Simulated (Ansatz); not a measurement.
# Random displacements in Al

Method: DFT PBE, scalar-relativistic, plane waves, PAW (Ansatz). Cutoff 420 eV, Γ-centred 10×10×10 k-points, Gaussian smearing of 0.15 eV. No spin polarisation. Energies are free energies at this smearing, counted from the undisturbed cell; pressure is positive in compression.

Zero of the scan (as given, not relaxed at this level):

```xyz
8
Lattice="-4.0480 4.0480 0.0000 -4.0480 0.0000 4.0480 0.0000 4.0480 4.0480" Properties=species:S:1:pos:R:3 pbc="T T T"
Al    0.0000    0.0000    0.0000
Al   -2.0240    2.0240    0.0000
Al   -2.0240    0.0000    2.0240
Al    0.0000    2.0240    2.0240
Al   -4.0480    2.0240    2.0240
Al   -2.0240    4.0480    2.0240
Al   -2.0240    2.0240    4.0480
Al   -4.0480    4.0480    4.0480
```

The atoms are displaced (Å, in the unstrained cell):

| atom | ux | uy | uz |
| --- | --- | --- | --- |
| Al1 | -0.272 | -0.380 | 0.435 |
| Al2 | 0.395 | -0.354 | 0.018 |
| Al3 | -0.005 | 0.056 | 0.001 |
| Al4 | 0.078 | 0.083 | -0.263 |
| Al5 | 0.296 | -0.429 | 0.166 |
| Al6 | 0.162 | 0.299 | 0.015 |
| Al7 | -0.104 | 0.580 | -0.445 |
| Al8 | -0.551 | 0.143 | 0.073 |

Strain (Voigt, engineering shear): (-0.0192, -0.0070, 0.0172, 0.0134, 0.0175, 0.0136).

(1) What are the energy change, the stress and the forces?

Results:

(1) ΔE = 481.7 meV/atom; stress (xx, yy, zz, yz, xz, xy; compression positive) (19.13, 11.94, 14.29, 0.99, 0.95, -0.42) GPa.
| atom | Fx (eV/Å) | Fy | Fz |
| --- | --- | --- | --- |
| Al1 | 4.31 | -0.26 | -0.40 |
| Al2 | -2.03 | 1.78 | -0.36 |
| Al3 | 0.58 | -2.08 | 1.14 |
| Al4 | 0.61 | 0.04 | 1.03 |
| Al5 | -2.14 | 1.97 | -0.86 |
| Al6 | -1.86 | 0.45 | -0.71 |
| Al7 | -1.08 | -2.15 | 1.71 |
| Al8 | 1.60 | 0.24 | -1.54 |

Cost: 1 run of about 1.5 core-minutes, on Intel Xeon Platinum 8375C (Ice Lake) (shared hosts).